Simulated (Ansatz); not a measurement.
## What strain does to MgS (Fm-3m)

MgS (started from an entry of an open crystallographic database), relaxed with r2SCAN in the plane-wave code Ansatz. The symmetry is Fm-3m (No. 225, cubic); conventional cell a = 5.203 Å, 17.61 Å³ an atom. Mg has 6 S at 2.60 Å; S has 6 Mg at 2.60 Å.

The axes x, y and z are those of this cell:
```xyz
2
Lattice="0.0000 2.6015 2.6015 2.6015 0.0000 2.6015 2.6015 2.6015 0.0000" Properties=species:S:1:pos:R:3 pbc="T T T"
Mg    0.0000    0.0000    0.0000
S     2.6015    2.6015    2.6015
```

Unstrained: The PBE gap is indirect, 2.790 eV (Γ to X), below the direct gap of 3.723 eV at Γ. r2SCAN gives an indirect gap of 3.463 eV, from Γ to X; the least direct gap is 4.642 eV at Γ. The HSE06 gap is indirect, 3.804 eV (Γ to X), below the direct gap of 4.827 eV at Γ. Meshes: PBE 8×8×8, r2SCAN 8×8×8, HSE06 6×6×6. Strains are changes of length per length. After each strain the atoms were relaxed again with r2SCAN within the symmetry that the strain leaves, so tilts or polar shifts that break it weren't tested; points keep the names that they have in the unstrained zone. Calculated for a static, non-magnetic cell.

Changes of the least gap in eV (an overlap counts as a negative gap):
```tsv
strain	volume change (%)	space group	PBE	r2SCAN	HSE06	energy rise, r2SCAN (meV/atom)
uniaxial -5.6 % along x	-5.6	I4/mmm	-0.137	-0.149	-0.141	32.8
uniaxial +2.78 % along z	+2.8	I4/mmm	-0.172	-0.175	-0.192	5.7
```

Uniaxial -5.6 % along x, other directions held. HSE06: the gap goes from 3.804 to 3.663 eV (-0.141 eV); with r2SCAN the top three valence levels at Γ, degenerate before, become 2+1 from the top over 274 meV. Stress change with r2SCAN, compression positive: xx +11.92, yy +2.78, zz +2.78 GPa.

Uniaxial +2.78 % along z, other directions held. HSE06: the gap goes from 3.804 to 3.612 eV (-0.192 eV); with r2SCAN the top three valence levels at Γ, degenerate before, become 1+2 from the top over 113 meV. Stress change with r2SCAN, compression positive: xx -1.16, yy -1.16, zz -3.56 GPa.

The meshes of the hybrids are coarse, so their gaps aren't converged to the digits shown.

The splittings at Γ are without spin-orbit coupling, which regroups them where it is of like size or larger.
